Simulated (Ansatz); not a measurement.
# NiO under changes of volume

One of the cells (9.076 Å³/atom); the others are scaled copies at fixed shape and fractional positions:

```
Ni O
1.0
     0.00000    2.08590    2.08590
     2.08590    0.00000    2.08590
     2.08590    2.08590    0.00000
Ni O
1 1
Cartesian
  0.0000 0.0000 0.0000
  2.0859 2.0859 2.0859
```

| Property | Result |
| --- | --- |
| Program | Ansatz 0.2.0 |
| Functional | LDA |
| Potentials or basis | all-electron LAPW, scalar-relativistic |
| Cutoff | 378 eV (chosen from the basis error) |
| Basis error allowed | 0.001 eV/atom |
| k mesh | 11 × 11 × 11 |
| Occupations | fermi-dirac, width 0.05 eV |
| Spin | collinear spin, ferromagnetic start |
| Starting moments | [1.0, 0.0] μB |

```csv
volume (Å³/atom),energy over the lowest point (meV/atom),pressure (GPa)
8.531,0.00,-7.6
8.713,11.34,-12.2
8.894,27.55,-16.2
9.076,48.06,-19.8
9.257,72.37,-22.9
9.439,?,?
9.620,130.61,-28.1
```

Task: What does the run at 9.439 Å³/atom give?

Result: Energy over the lowest point 100.02 meV/atom; pressure -25.7 GPa.

Worked out: A Birch-Murnaghan fit of order 3 (a polynomial in V^(-2/3)) to the other rows has no minimum within the range. It gives 100.09 meV/atom at 9.439 Å³/atom, against the run's 100.02, and -dE/dV = -25.8 GPa, against -25.7.

Energies are extrapolated to zero smearing.
